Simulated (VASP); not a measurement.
# Hf (Im-3m) in VASP: further runs, part 4 of 8

VASP 6.6.1. Earlier steps stand in the parts before.

## Step 50: Equation of state, r2SCAN, 22.82 Å³/atom

INCAR

```
PREC     = Accurate       # precision mode
ENCUT    = 400            # plane-wave cutoff, eV
EDIFF    = 1E-7           # SCF threshold, eV
ISMEAR   = 1              # smearing method
SIGMA    = 0.2            # smearing width, eV
LREAL    = False          # projectors in reciprocal space
LASPH    = True           # aspherical terms in the spheres
NELM     = 100            # most SCF steps
ALGO     = Normal         # electronic algorithm
ISIF     = 2              # what is computed and relaxed
LWAVE    = False          # write WAVECAR
LCHARG   = False          # write CHGCAR
METAGGA  = R2SCAN         # meta-GGA
LMIXTAU  = True         
ADDGRID  = False
```

KPOINTS

```
regular mesh
0
Gamma
  13 13 13
```

POSCAR

```
Hf
1.0
   -1.7867664301      1.7867664301      1.7867664301
    1.7867664301     -1.7867664301      1.7867664301
    1.7867664301      1.7867664301     -1.7867664301
Hf
1
Direct
    0.0000000000      0.0000000000      0.0000000000
```

The run is started by

```console
cat potpaw_PBE.64/Hf/POTCAR > POTCAR
mpirun -np 1 vasp_std > vasp.out
```

It took 36 s on 1 thread of Intel Xeon Platinum 8488C (Sapphire Rapids), shared host; peak memory 0.13 GiB.

These settings aren't checked as converged: the numbers below hold their error.

What came out:

```yaml
Free_energy: -44.8956 eV
Pressure: -5.1 GPa
Band_gap_on_the_k_mesh: none (metal or under the smearing width)
```

Caveat: the PAW data sets were made with another functional, which shifts forces and pressure a little.

## Step 51: Equation of state, r2SCAN, 24.23 Å³/atom

INCAR is that of step 50.

KPOINTS is that of step 50.

POSCAR

```
Hf
1.0
   -1.8228724495      1.8228724495      1.8228724495
    1.8228724495     -1.8228724495      1.8228724495
    1.8228724495      1.8228724495     -1.8228724495
Hf
1
Direct
    0.0000000000      0.0000000000      0.0000000000
```

Potentials or basis: VASP PAW PBE potentials, release 64 (Hf).

The run is started by

```console
cat potpaw_PBE.64/Hf/POTCAR > POTCAR
mpirun -np 1 vasp_std > vasp.out
```

Run time: 43 s. Hardware: 1 thread of Intel Xeon Platinum 8488C (Sapphire Rapids), shared host; peak memory 0.14 GiB.

The run converged, but some of its settings lie outside the range that counts as converged, so its numbers aren't taken as properties of the crystal.

Results:

| Item | Value |
| --- | --- |
| Free energy | -44.8275 eV |
| Pressure | -10.1 GPa |
| Band gap on the k mesh | none (metal or under the smearing width) |

Caveat: the PAW data sets were made with another functional, which shifts forces and pressure a little.

## Step 52: Equation of state, r2SCAN, 22.82 Å³/atom

Changes to INCAR since step 51:

```diff
@@ -4,3 +4,3 @@
 ISMEAR   = 1              # smearing method
-SIGMA    = 0.2            # smearing width, eV
+SIGMA    = 0.1            # smearing width, eV
 LREAL    = False          # projectors in reciprocal space
```

KPOINTS is that of step 51.

POSCAR

```
Hf
1.0
   -1.7867664301      1.7867664301      1.7867664301
    1.7867664301     -1.7867664301      1.7867664301
    1.7867664301      1.7867664301     -1.7867664301
Hf
1
Direct
    0.0000000000      0.0000000000      0.0000000000
```

The run is started by

```console
cat potpaw_PBE.64/Hf/POTCAR > POTCAR
mpirun -np 1 vasp_std > vasp.out
```

It took 44 s on 1 thread of Intel Xeon Platinum 8488C (Sapphire Rapids), shared host; peak memory 0.13 GiB.

These settings aren't checked as converged: the numbers below hold their error.

Results:

```yaml
Free_energy: -44.8951 eV
Pressure: -5.1 GPa
Band_gap_on_the_k_mesh: none (metal or under the smearing width)
```

Caveat: the PAW data sets were made with another functional, which shifts forces and pressure a little.

## Step 53: Equation of state, r2SCAN, 24.23 Å³/atom

INCAR is that of step 52.

KPOINTS is that of step 52.

POSCAR

```
Hf
1.0
   -1.8228724495      1.8228724495      1.8228724495
    1.8228724495     -1.8228724495      1.8228724495
    1.8228724495      1.8228724495     -1.8228724495
Hf
1
Direct
    0.0000000000      0.0000000000      0.0000000000
```

The run is started by

```console
cat potpaw_PBE.64/Hf/POTCAR > POTCAR
mpirun -np 1 vasp_std > vasp.out
```

Run time: 44 s. Hardware: 1 thread of Intel Xeon Platinum 8488C (Sapphire Rapids), shared host; peak memory 0.14 GiB.

The run converged, but some of its settings lie outside the range that counts as converged, so its numbers aren't taken as properties of the crystal.

Results:

```
Free energy            : -44.8263 eV
Pressure               : -10.2 GPa
Band gap on the k mesh : none (metal or under the smearing width)
```

Caveat: the PAW data sets were made with another functional, which shifts forces and pressure a little.

## Step 54: Equation of state, r2SCAN, 22.82 Å³/atom

Changes to INCAR since step 53:

```diff
@@ -4,3 +4,3 @@
 ISMEAR   = 1              # smearing method
-SIGMA    = 0.1            # smearing width, eV
+SIGMA    = 0.05           # smearing width, eV
 LREAL    = False          # projectors in reciprocal space
```

KPOINTS is that of step 53.

POSCAR

```
Hf
1.0
   -1.7867664301      1.7867664301      1.7867664301
    1.7867664301     -1.7867664301      1.7867664301
    1.7867664301      1.7867664301     -1.7867664301
Hf
1
Direct
    0.0000000000      0.0000000000      0.0000000000
```

Potentials or basis: VASP PAW PBE potentials, release 64 (Hf).

The run is started by

```console
cat potpaw_PBE.64/Hf/POTCAR > POTCAR
mpirun -np 1 vasp_std > vasp.out
```

It took 48 s on 1 thread of Intel Xeon Platinum 8488C (Sapphire Rapids), shared host; peak memory 0.12 GiB.

The run converged, but some of its settings lie outside the range that counts as converged, so its numbers aren't taken as properties of the crystal.

Results:

```
Free energy            : -44.8945 eV
Pressure               : -5.1 GPa
Band gap on the k mesh : none (metal or under the smearing width)
```

Caveat: the PAW data sets were made with another functional, which shifts forces and pressure a little.

## Step 55: Equation of state, r2SCAN, 24.23 Å³/atom

INCAR is that of step 54.

KPOINTS is that of step 54.

POSCAR

```
Hf
1.0
   -1.8228724495      1.8228724495      1.8228724495
    1.8228724495     -1.8228724495      1.8228724495
    1.8228724495      1.8228724495     -1.8228724495
Hf
1
Direct
    0.0000000000      0.0000000000      0.0000000000
```

The run is started by

```console
cat potpaw_PBE.64/Hf/POTCAR > POTCAR
mpirun -np 1 vasp_std > vasp.out
```

It took 34 s on 1 thread of Intel Xeon Platinum 8488C (Sapphire Rapids), shared host; peak memory 0.15 GiB.

These settings aren't checked as converged: the numbers below hold their error.

What came out:

| Quantity | Value |
| --- | --- |
| Free energy | -44.8255 eV |
| Pressure | -10.2 GPa |
| Band gap on the k mesh | none (metal or under the smearing width) |

Caveat: the PAW data sets were made with another functional, which shifts forces and pressure a little.

## Step 56: Equation of state, r2SCAN, 22.82 Å³/atom

Changes to INCAR since step 55:

```diff
@@ -4,3 +4,3 @@
 ISMEAR   = 1              # smearing method
-SIGMA    = 0.05           # smearing width, eV
+SIGMA    = 0.02           # smearing width, eV
 LREAL    = False          # projectors in reciprocal space
```

KPOINTS is that of step 55.

POSCAR

```
Hf
1.0
   -1.7867664301      1.7867664301      1.7867664301
    1.7867664301     -1.7867664301      1.7867664301
    1.7867664301      1.7867664301     -1.7867664301
Hf
1
Direct
    0.0000000000      0.0000000000      0.0000000000
```

The run is started by

```console
cat potpaw_PBE.64/Hf/POTCAR > POTCAR
mpirun -np 1 vasp_std > vasp.out
```

It took 34 s on 1 thread of Intel Xeon Platinum 8488C (Sapphire Rapids), shared host; peak memory 0.13 GiB.

These settings aren't checked as converged: the numbers below hold their error.

Results:

| Quantity | Value |
| --- | --- |
| Free energy | -44.8943 eV |
| Pressure | -5.2 GPa |
| Band gap on the k mesh | none (metal or under the smearing width) |

Caveat: the PAW data sets were made with another functional, which shifts forces and pressure a little.

## Step 57: Equation of state, r2SCAN, 24.23 Å³/atom

INCAR is that of step 56.

KPOINTS is that of step 56.

POSCAR

```
Hf
1.0
   -1.8228724495      1.8228724495      1.8228724495
    1.8228724495     -1.8228724495      1.8228724495
    1.8228724495      1.8228724495     -1.8228724495
Hf
1
Direct
    0.0000000000      0.0000000000      0.0000000000
```

Potentials or basis: VASP PAW PBE potentials, release 64 (Hf).

The run is started by

```console
cat potpaw_PBE.64/Hf/POTCAR > POTCAR
mpirun -np 1 vasp_std > vasp.out
```

Wall time 38 s (1 thread of Intel Xeon Platinum 8488C (Sapphire Rapids), shared host); peak memory 0.15 GiB.

These settings aren't checked as converged: the numbers below hold their error.

Results:

| Item | Value |
| --- | --- |
| Free energy | -44.8251 eV |
| Pressure | -10.3 GPa |
| Band gap on the k mesh | none (metal or under the smearing width) |

Caveat: the PAW data sets were made with another functional, which shifts forces and pressure a little.

## Step 58: Equation of state, r2SCAN, 22.82 Å³/atom

Changes to INCAR since step 57:

```diff
@@ -1,2 +1,2 @@
-PREC     = Accurate       # precision mode
+PREC     = Low            # precision mode
 ENCUT    = 400            # plane-wave cutoff, eV
@@ -4,3 +4,3 @@
 ISMEAR   = 1              # smearing method
-SIGMA    = 0.02           # smearing width, eV
+SIGMA    = 0.15           # smearing width, eV
 LREAL    = False          # projectors in reciprocal space
```

KPOINTS is that of step 57.

POSCAR

```
Hf
1.0
   -1.7867664301      1.7867664301      1.7867664301
    1.7867664301     -1.7867664301      1.7867664301
    1.7867664301      1.7867664301     -1.7867664301
Hf
1
Direct
    0.0000000000      0.0000000000      0.0000000000
```

The run is started by

```console
cat potpaw_PBE.64/Hf/POTCAR > POTCAR
mpirun -np 1 vasp_std > vasp.out
```

Wall time 20 s (1 thread of Intel Xeon Platinum 8488C (Sapphire Rapids), shared host); peak memory 0.11 GiB.

These settings aren't checked as converged: the numbers below hold their error.

Results:

```
Free energy            : -44.8962 eV
Pressure               : -5.1 GPa
Band gap on the k mesh : none (metal or under the smearing width)
```

Caveat: the PAW data sets were made with another functional, which shifts forces and pressure a little.

## Step 59: Equation of state, r2SCAN, 24.23 Å³/atom

INCAR is that of step 58.

KPOINTS is that of step 58.

POSCAR

```
Hf
1.0
   -1.8228724495      1.8228724495      1.8228724495
    1.8228724495     -1.8228724495      1.8228724495
    1.8228724495      1.8228724495     -1.8228724495
Hf
1
Direct
    0.0000000000      0.0000000000      0.0000000000
```

The run is started by

```console
cat potpaw_PBE.64/Hf/POTCAR > POTCAR
mpirun -np 1 vasp_std > vasp.out
```

Wall time 21 s (1 thread of Intel Xeon Platinum 8488C (Sapphire Rapids), shared host); peak memory 0.1 GiB.

These settings aren't checked as converged: the numbers below hold their error.

What came out:

```
Free energy            : -44.8275 eV
Pressure               : -10.2 GPa
Band gap on the k mesh : none (metal or under the smearing width)
```

Caveat: the PAW data sets were made with another functional, which shifts forces and pressure a little.

## Step 60: Equation of state, r2SCAN, 22.82 Å³/atom

Changes to INCAR since step 59:

```diff
@@ -1,2 +1,2 @@
-PREC     = Low            # precision mode
+PREC     = Normal         # precision mode
 ENCUT    = 400            # plane-wave cutoff, eV
```

KPOINTS is that of step 59.

POSCAR

```
Hf
1.0
   -1.7867664301      1.7867664301      1.7867664301
    1.7867664301     -1.7867664301      1.7867664301
    1.7867664301      1.7867664301     -1.7867664301
Hf
1
Direct
    0.0000000000      0.0000000000      0.0000000000
```

Potentials or basis: VASP PAW PBE potentials, release 64 (Hf).

The run is started by

```console
cat potpaw_PBE.64/Hf/POTCAR > POTCAR
mpirun -np 1 vasp_std > vasp.out
```

Run time: 20 s. Hardware: 1 thread of Intel Xeon Platinum 8488C (Sapphire Rapids), shared host; peak memory 0.11 GiB.

These settings aren't checked as converged: the numbers below hold their error.

Results:

```yaml
Free_energy: -44.8954 eV
Pressure: -5.1 GPa
Band_gap_on_the_k_mesh: none (metal or under the smearing width)
```

Caveat: the PAW data sets were made with another functional, which shifts forces and pressure a little.

## Step 61: Equation of state, r2SCAN, 24.23 Å³/atom

INCAR is that of step 60.

KPOINTS is that of step 60.

POSCAR

```
Hf
1.0
   -1.8228724495      1.8228724495      1.8228724495
    1.8228724495     -1.8228724495      1.8228724495
    1.8228724495      1.8228724495     -1.8228724495
Hf
1
Direct
    0.0000000000      0.0000000000      0.0000000000
```

The run is started by

```console
cat potpaw_PBE.64/Hf/POTCAR > POTCAR
mpirun -np 1 vasp_std > vasp.out
```

Wall time 18 s (1 thread of Intel Xeon Platinum 8488C (Sapphire Rapids), shared host); peak memory 0.12 GiB.

The run converged, but some of its settings lie outside the range that counts as converged, so its numbers aren't taken as properties of the crystal.

What came out:

- Free energy: -44.8270 eV
- Pressure: -10.2 GPa
- Band gap on the k mesh: none (metal or under the smearing width)

Caveat: the PAW data sets were made with another functional, which shifts forces and pressure a little.

## Step 62: Equation of state, r2SCAN, 22.82 Å³/atom

Changes to INCAR since step 61:

```diff
@@ -1,2 +1,2 @@
-PREC     = Normal         # precision mode
+PREC     = Accurate       # precision mode
 ENCUT    = 400            # plane-wave cutoff, eV
@@ -5,3 +5,3 @@
 SIGMA    = 0.15           # smearing width, eV
-LREAL    = False          # projectors in reciprocal space
+LREAL    = Auto         
 LASPH    = True           # aspherical terms in the spheres
```

KPOINTS is that of step 61.

POSCAR

```
Hf
1.0
   -1.7867664301      1.7867664301      1.7867664301
    1.7867664301     -1.7867664301      1.7867664301
    1.7867664301      1.7867664301     -1.7867664301
Hf
1
Direct
    0.0000000000      0.0000000000      0.0000000000
```

The run is started by

```console
cat potpaw_PBE.64/Hf/POTCAR > POTCAR
mpirun -np 1 vasp_std > vasp.out
```

Run time: 52 s. Hardware: 1 thread of Intel Xeon Platinum 8488C (Sapphire Rapids), shared host; peak memory 0.13 GiB.

These settings aren't checked as converged: the numbers below hold their error.

Results:

* Free energy: -44.8956 eV
* Pressure: -5.2 GPa
* Band gap on the k mesh: none (metal or under the smearing width)

Caveat: the PAW data sets were made with another functional, which shifts forces and pressure a little.

## Step 63: Equation of state, r2SCAN, 24.23 Å³/atom

INCAR is that of step 62.

KPOINTS is that of step 62.

POSCAR

```
Hf
1.0
   -1.8228724495      1.8228724495      1.8228724495
    1.8228724495     -1.8228724495      1.8228724495
    1.8228724495      1.8228724495     -1.8228724495
Hf
1
Direct
    0.0000000000      0.0000000000      0.0000000000
```

Potentials or basis: VASP PAW PBE potentials, release 64 (Hf).

The run is started by

```console
cat potpaw_PBE.64/Hf/POTCAR > POTCAR
mpirun -np 1 vasp_std > vasp.out
```

Run time: 58 s. Hardware: 1 thread of Intel Xeon Platinum 8488C (Sapphire Rapids), shared host; peak memory 0.15 GiB.

These settings aren't checked as converged: the numbers below hold their error.

What came out:

```
Free energy            : -44.8271 eV
Pressure               : -10.2 GPa
Band gap on the k mesh : none (metal or under the smearing width)
```

Caveat: the PAW data sets were made with another functional, which shifts forces and pressure a little.

## Step 64: Equation of state, r2SCAN, 22.82 Å³/atom

Changes to INCAR since step 63:

```diff
@@ -2,6 +2,6 @@
 ENCUT    = 400            # plane-wave cutoff, eV
-EDIFF    = 1E-7           # SCF threshold, eV
+EDIFF    = 0.01           # SCF threshold, eV
 ISMEAR   = 1              # smearing method
 SIGMA    = 0.15           # smearing width, eV
-LREAL    = Auto         
+LREAL    = False          # projectors in reciprocal space
 LASPH    = True           # aspherical terms in the spheres
```

KPOINTS is that of step 63.

POSCAR

```
Hf
1.0
   -1.7867664301      1.7867664301      1.7867664301
    1.7867664301     -1.7867664301      1.7867664301
    1.7867664301      1.7867664301     -1.7867664301
Hf
1
Direct
    0.0000000000      0.0000000000      0.0000000000
```

The run is started by

```console
cat potpaw_PBE.64/Hf/POTCAR > POTCAR
mpirun -np 1 vasp_std > vasp.out
```

Run time: 21 s. Hardware: 1 thread of Intel Xeon Platinum 8488C (Sapphire Rapids), shared host; peak memory 0.13 GiB.

These settings aren't checked as converged: the numbers below hold their error.

Results:

* Free energy: -44.8958 eV
* Pressure: -6.0 GPa
* Band gap on the k mesh: none (metal or under the smearing width)

Caveat: the PAW data sets were made with another functional, which shifts forces and pressure a little.

## Step 65: Equation of state, r2SCAN, 24.23 Å³/atom

INCAR is that of step 64.

KPOINTS is that of step 64.

POSCAR

```
Hf
1.0
   -1.8228724495      1.8228724495      1.8228724495
    1.8228724495     -1.8228724495      1.8228724495
    1.8228724495      1.8228724495     -1.8228724495
Hf
1
Direct
    0.0000000000      0.0000000000      0.0000000000
```

The run is started by

```console
cat potpaw_PBE.64/Hf/POTCAR > POTCAR
mpirun -np 1 vasp_std > vasp.out
```

Wall time 20 s (1 thread of Intel Xeon Platinum 8488C (Sapphire Rapids), shared host); peak memory 0.14 GiB.

The run converged, but some of its settings lie outside the range that counts as converged, so its numbers aren't taken as properties of the crystal.

What came out:

```yaml
Free_energy: -44.8278 eV
Pressure: -11.0 GPa
Band_gap_on_the_k_mesh: none (metal or under the smearing width)
```

Caveat: the PAW data sets were made with another functional, which shifts forces and pressure a little.

## Step 66: Equation of state, r2SCAN, 22.82 Å³/atom

Changes to INCAR since step 65:

```diff
@@ -2,3 +2,3 @@
 ENCUT    = 400            # plane-wave cutoff, eV
-EDIFF    = 0.01           # SCF threshold, eV
+EDIFF    = 0.001          # SCF threshold, eV
 ISMEAR   = 1              # smearing method
```

KPOINTS is that of step 65.

POSCAR

```
Hf
1.0
   -1.7867664301      1.7867664301      1.7867664301
    1.7867664301     -1.7867664301      1.7867664301
    1.7867664301      1.7867664301     -1.7867664301
Hf
1
Direct
    0.0000000000      0.0000000000      0.0000000000
```

Potentials or basis: VASP PAW PBE potentials, release 64 (Hf).

The run is started by

```console
cat potpaw_PBE.64/Hf/POTCAR > POTCAR
mpirun -np 1 vasp_std > vasp.out
```

Run time: 18 s. Hardware: 1 thread of Intel Xeon Platinum 8488C (Sapphire Rapids), shared host; peak memory 0.13 GiB.

These settings aren't checked as converged: the numbers below hold their error.

Results:

- Free energy: -44.8958 eV
- Pressure: -6.1 GPa
- Band gap on the k mesh: none (metal or under the smearing width)

Caveat: the PAW data sets were made with another functional, which shifts forces and pressure a little.

## Step 67: Equation of state, r2SCAN, 24.23 Å³/atom

INCAR is that of step 66.

KPOINTS is that of step 66.

POSCAR

```
Hf
1.0
   -1.8228724495      1.8228724495      1.8228724495
    1.8228724495     -1.8228724495      1.8228724495
    1.8228724495      1.8228724495     -1.8228724495
Hf
1
Direct
    0.0000000000      0.0000000000      0.0000000000
```

The run is started by

```console
cat potpaw_PBE.64/Hf/POTCAR > POTCAR
mpirun -np 1 vasp_std > vasp.out
```

Wall time 20 s (1 thread of Intel Xeon Platinum 8488C (Sapphire Rapids), shared host); peak memory 0.15 GiB.

The run converged, but some of its settings lie outside the range that counts as converged, so its numbers aren't taken as properties of the crystal.

Results:

```
Free energy            : -44.8278 eV
Pressure               : -11.1 GPa
Band gap on the k mesh : none (metal or under the smearing width)
```

Caveat: the PAW data sets were made with another functional, which shifts forces and pressure a little.

## Step 68: Equation of state, r2SCAN, 22.82 Å³/atom

Changes to INCAR since step 67:

```diff
@@ -2,3 +2,3 @@
 ENCUT    = 400            # plane-wave cutoff, eV
-EDIFF    = 0.001          # SCF threshold, eV
+EDIFF    = 1E-4           # SCF threshold, eV
 ISMEAR   = 1              # smearing method
```

KPOINTS is that of step 67.

POSCAR

```
Hf
1.0
   -1.7867664301      1.7867664301      1.7867664301
    1.7867664301     -1.7867664301      1.7867664301
    1.7867664301      1.7867664301     -1.7867664301
Hf
1
Direct
    0.0000000000      0.0000000000      0.0000000000
```

The run is started by

```console
cat potpaw_PBE.64/Hf/POTCAR > POTCAR
mpirun -np 1 vasp_std > vasp.out
```

It took 23 s on 1 thread of Intel Xeon Platinum 8488C (Sapphire Rapids), shared host; peak memory 0.13 GiB.

The run converged, but some of its settings lie outside the range that counts as converged, so its numbers aren't taken as properties of the crystal.

What came out:

```yaml
Free_energy: -44.8958 eV
Pressure: -6.0 GPa
Band_gap_on_the_k_mesh: none (metal or under the smearing width)
```

Caveat: the PAW data sets were made with another functional, which shifts forces and pressure a little.

## Step 69: Equation of state, r2SCAN, 24.23 Å³/atom

INCAR is that of step 68.

KPOINTS is that of step 68.

POSCAR

```
Hf
1.0
   -1.8228724495      1.8228724495      1.8228724495
    1.8228724495     -1.8228724495      1.8228724495
    1.8228724495      1.8228724495     -1.8228724495
Hf
1
Direct
    0.0000000000      0.0000000000      0.0000000000
```

Potentials or basis: VASP PAW PBE potentials, release 64 (Hf).

The run is started by

```console
cat potpaw_PBE.64/Hf/POTCAR > POTCAR
mpirun -np 1 vasp_std > vasp.out
```

It took 28 s on 1 thread of Intel Xeon Platinum 8488C (Sapphire Rapids), shared host; peak memory 0.14 GiB.

These settings aren't checked as converged: the numbers below hold their error.

Results:

```yaml
Free_energy: -44.8278 eV
Pressure: -11.1 GPa
Band_gap_on_the_k_mesh: none (metal or under the smearing width)
```

Caveat: the PAW data sets were made with another functional, which shifts forces and pressure a little.

(Continued in part 5 of 8.)
